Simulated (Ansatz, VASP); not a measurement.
**W: VASP beside Ansatz**

INCAR

```
SYSTEM = W
PREC = Accurate
ENCUT = 520
EDIFF = 1E-7
ISMEAR = -1
SIGMA = 0.05
LREAL = .False.
LASPH = .True.
NELM = 80
ALGO = Normal
ISIF = 2
LWAVE = .False.
LCHARG = .True.
GGA = PS
LELF = .True.
LVHAR = .True.
NBANDS = 13
```

File KPOINTS:

```
Automatic mesh
0
Gamma
  7 7 7
  0 0 0
```

POSCAR

```
W
1.0
   -1.5823450000      1.5823450000      1.5823450000
    1.5823450000     -1.5823450000      1.5823450000
    1.5823450000      1.5823450000     -1.5823450000
W
1
Direct
    0.0000000000      0.0000000000      0.0000000000
```

Contents of input.yaml:

```yaml
crystal:
  lattice:
    - [-1.582345, 1.582345, 1.582345]
    - [1.582345, -1.582345, 1.582345]
    - [1.582345, 1.582345, -1.582345]
  atoms:
    - { symbol: W, position: [0.0, 0.0, 0.0] }
hamiltonian:
  xc: pbesol
  pseudopotentials: { kind: paw }
kpoints:
  mp_grid: { grid: [7, 7, 7] }
scf:
  occupations: { method: fermi_dirac, width: 0.05 }
  n_extra_bands: 6
output:
  forces: true
  stress: true
  eigenvalues: true
  dos: { projected: true, de: 0.05, nscf_kmesh: { grid: [11, 11, 11] } }
```

Alike in both runs: functional PBEsol; k mesh 7 × 7 × 7; occupations fermi-dirac, width 0.05 eV; no spin polarisation.

|  | VASP | Ansatz |
| --- | --- | --- |
| version | VASP 6.6.1 | Ansatz 0.2.0 |
| potentials or method | VASP PAW PBE potentials, release 64 (W_sv) | Ansatz PAW |
| plane-wave cutoff (eV) | 520 | 420 |
| valence electrons in the cell | 14 | 14 |
| task | single point | projected density of states |

```tsv
	VASP	Ansatz	Ansatz less VASP
gap on the k mesh at the Fermi level (eV)	none	none	-
pressure (GPa)	-1.5	-2.2	-0.66
```

A gap of «none» marks a metal or a gap that the smearing closes. With one functional, cell and mesh, what is left measures potentials, basis and numerics.

Caveats: the k mesh is coarse (spacing up to 0.40 Å⁻¹), so the values aren't converged; the PAW data sets were made with another functional, which shifts forces and pressure a little (VASP); the PAW data sets come from PBE, with cores solved anew for the run's functional, which leaves a small shift of forces and pressure (Ansatz); the density of states is complete only up to the lowest level of the last band computed (Ansatz). Spin-orbit coupling is left out, which matters for the levels of W.
